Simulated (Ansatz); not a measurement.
Density of states of CsBr (Pm-3m, a = 4.389 Å, b = 4.389 Å, c = 4.389 Å, α = 90.00°, β = 90.00°, γ = 90.00°), in states per eV and primitive cell, averaged over bins of 0.4 eV. Theory: DFT PBE, scalar-relativistic, plane waves, PAW in Ansatz 0.2.0.

Plane waves to 420 eV, a k mesh through Γ of 6×6×6 on the computed 2-atom cell and Gaussian smearing (0.02 eV); no spin polarisation.

The cell is relaxed at this level. The states (both spins) are summed by tetrahedra on a 9×9×9 mesh at the self-consistent density. Energies are bin centres; the table starts no lower than −8 eV and ends at 6 eV, or lower where the solved bands end.

The gap is 4.25 eV at this level, with the zero inside it.

```
E − E_F (eV) total Br 4p Cs 6s Cs 5p Br 4s
       -3.15   1.66   1.48   0.13   0.02   0.00
       -2.75   6.40   5.98   0.20   0.12   0.01
       -2.35   6.93   6.77   0.02   0.07   0.00
       -1.95   0.01   0.01   0.00   0.00   0.00
       -1.55   0.00   0.00   0.00   0.00   0.00
       -1.15   0.00   0.00   0.00   0.00   0.00
       -0.75   0.00   0.00   0.00   0.00   0.00
       -0.35   0.00   0.00   0.00   0.00   0.00
        0.05   0.00   0.00   0.00   0.00   0.00
        0.45   0.00   0.00   0.00   0.00   0.00
        0.85   0.00   0.00   0.00   0.00   0.00
        1.25   0.00   0.00   0.00   0.00   0.00
        1.65   0.00   0.00   0.00   0.00   0.00
        2.05   0.00   0.00   0.00   0.00   0.00
        2.45   0.06   0.00   0.04   0.00   0.01
        2.85   0.18   0.01   0.09   0.00   0.02
        3.25   1.00   0.03   0.30   0.01   0.04
        3.65   3.09   0.07   0.64   0.01   0.06
        4.05   3.31   0.07   0.62   0.01   0.05
        4.45   2.55   0.06   0.43   0.01   0.02
        4.85   2.06   0.03   0.16   0.00   0.00
```

The columns after the total are the Löwdin projections on the occupied valence shells of the potentials. The rest of the total lies in shells that are empty in the free atom, which aren't projected, and between the atoms.

Spin-orbit coupling is left out, which matters for the bands of heavy elements.